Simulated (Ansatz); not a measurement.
**ZnS: further runs on the relaxed cell**

An exercise on one series of results from a longer session: the logs are not shown, and one member is left open.

Computed with Ansatz 0.2.0 (DFT PBE and PBEsol (the runs whose input is shown use PBEsol), scalar-relativistic, plane waves, PAW).

**The system as given**

The structure is trigonal, space group P3m1 (No. 156). The conventional cell has a = 3.848 Å, b = 3.848 Å, c = 25.164 Å, α = 90.00°, β = 90.00°, γ = 120.00°. Zn (site symmetry 3m) has 4 S at 2.36 Å as nearest neighbours. Only part of the 16 independent sites is listed.

As a file:

```
Zn S
1.0
     3.84807    0.00000    0.00000
    -1.92403    3.33252    0.00000
     0.00000    0.00000   25.16413
Zn S
8 8
Direct
  0.33333 0.66667 0.12516
  0.00000 0.00000 0.00026
  0.66667 0.33333 0.62483
  0.66667 0.33333 0.87519
  0.00000 0.00000 0.74991
  0.33333 0.66667 0.49992
  0.00000 0.00000 0.37500
  0.66667 0.33333 0.25008
  0.66667 0.33333 0.34376
  0.66667 0.33333 0.71850
  0.33333 0.66667 0.21884
  0.00000 0.00000 0.84375
  0.66667 0.33333 0.96900
  0.00000 0.00000 0.09392
  0.33333 0.66667 0.59360
  0.00000 0.00000 0.46868
```

It goes back to an entry of the Materials Project, which need not be the stable form.

It is the result of an earlier relaxation at this level (volume 20.17 Å³/atom; gap on the mesh: 2.03 eV).

Set-up of the first run:

Input file input.yaml:

```yaml
crystal:
  lattice:
    - [3.8480667447, 0.0, 0.0]
    - [-1.9240333724, 3.3325235564, 0.0]
    - [0.0, 0.0, 25.1641273726]
  atoms:
    - { symbol: Zn, position: [0.3333333333, 0.6666666667, 0.1251575805] }
    - { symbol: Zn, position: [0.0, 0.0, 0.0002629988] }
    - { symbol: Zn, position: [0.6666666667, 0.3333333333, 0.6248324128] }
    - { symbol: Zn, position: [0.6666666667, 0.3333333333, 0.8751883799] }
    - { symbol: Zn, position: [0.0, 0.0, 0.749914668] }
    - { symbol: Zn, position: [0.3333333333, 0.6666666667, 0.4999181651] }
    - { symbol: Zn, position: [0.0, 0.0, 0.3749978192] }
    - { symbol: Zn, position: [0.6666666667, 0.3333333333, 0.2500776406] }
    - { symbol: S, position: [0.6666666667, 0.3333333333, 0.3437595424] }
    - { symbol: S, position: [0.6666666667, 0.3333333333, 0.7185047822] }
    - { symbol: S, position: [0.3333333333, 0.6666666667, 0.2188391397] }
    - { symbol: S, position: [0.0, 0.0, 0.843746059] }
    - { symbol: S, position: [0.6666666667, 0.3333333333, 0.9690014796] }
    - { symbol: S, position: [0.0, 0.0, 0.0939209455] }
    - { symbol: S, position: [0.3333333333, 0.6666666667, 0.5935995606] }
    - { symbol: S, position: [0.0, 0.0, 0.4686798261] }
basis:
  ecutwfc: 420
kpoints:
  mp_grid: { grid: [9, 9, 2] }
hamiltonian:
  xc: pbesol
scf:
  occupations: { method: gaussian, width: 0.02 }
output:
  forces: true
  stress: true
  eigenvalues: true
relax:
  adjacent_minimum: "off"
  f_tol: 0.005
  max_steps: 50
  cell: { stress_tol: 0.05 }
```

Launch:

```bash
ansatz run input.yaml --threads 8 --pin off --max-ram 22528MiB --backend cpu --events-out ev --progress --plain --runs-dir out
```

Among the steps run: Relaxing with PBEsol; Relaxing with LDA; Relaxing with PBE+D3(BJ).

One table of the session follows, with a row left open; its other results are not shown here.

It belongs to the step «One structure, several functionals». 

```
functional  a (Å)  b (Å)   c (Å)  volume (Å³/atom)  gap on the mesh (eV)
       PBE  3.848  3.848  25.164             20.17                  2.03
    PBEsol  3.786  3.786  24.764             19.21                  2.10
       LDA      ?      ?       ?                 ?                     ?
PBE+D3(BJ)  3.800  3.800  24.857             19.42                  2.19
```

Estimate the missing values for LDA.

**Answer.** a (Å): 3.744; b (Å): 3.744; c (Å): 24.491; volume (Å³/atom): 18.58; gap on the mesh (eV): 2.14. In the column «a (Å)» it is the lowest.
